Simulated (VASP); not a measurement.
Wanted: the native input for a VASP 6.6.1 run.

* Task: relaxation of the atoms
* Functional: PBEsol
* Potentials or basis: VASP PAW PBE potentials, release 64 (Ir)
* Cutoff: 600 eV
* k mesh: 16 × 16 × 16
* Occupations: methfessel-paxton, width 0.1 eV
* Spin: no spin polarisation
* Further INCAR settings: ALGO = Fast; EDIFF = 1e-07; IBRION = 2; EDIFFG = -0.01; NSW = 40

The structure of Ir lies in POSCAR:

```
Ir                                      
1.0
    0.0000000000      1.9548917211      1.9548917211
    1.9548917211      0.0000000000      1.9548917211
    1.9548917211      1.9548917211      0.0000000000
  Ir            
     1
Direct
     0.0000000000000000    0.0000000000000000    0.0000000000000000
```

The cell isn't the ideal one: a relaxed cell with its volume scaled by 1.06.

The input as run:

INCAR

```
PREC = Accurate
ENCUT = 600
EDIFF = 1E-7
ISMEAR = 1
SIGMA = 0.1
LREAL = False
LASPH = True
NELM = 80
ALGO = Fast
ISIF = 2
LWAVE = False
LCHARG = False
GGA = PS
IBRION = 2
NSW = 40
EDIFFG = -0.01
```

KPOINTS

```
regular mesh
0
Gamma
  16 16 16
```

Potentials or basis: VASP PAW PBE potentials, release 64 (Ir).

The run is started by

```console
$ cat potpaw_PBE.64/Ir/POTCAR > POTCAR
$ mpirun -np 1 vasp_std > vasp.out
```

It gave:

```yaml
Pressure_after_relaxing: -19.5 GPa
Band_gap_on_the_k_mesh: none (metal or under the smearing width)
```

Caveat: the relaxation stopped at its first step, so nothing moved; the PAW data sets were made with another functional, which shifts forces and pressure a little.

Run time: 13 s on 1 thread of Intel(R) Xeon(R) 6975P-C (Granite Rapids), with other jobs on the host, peak memory 0.16 GiB.
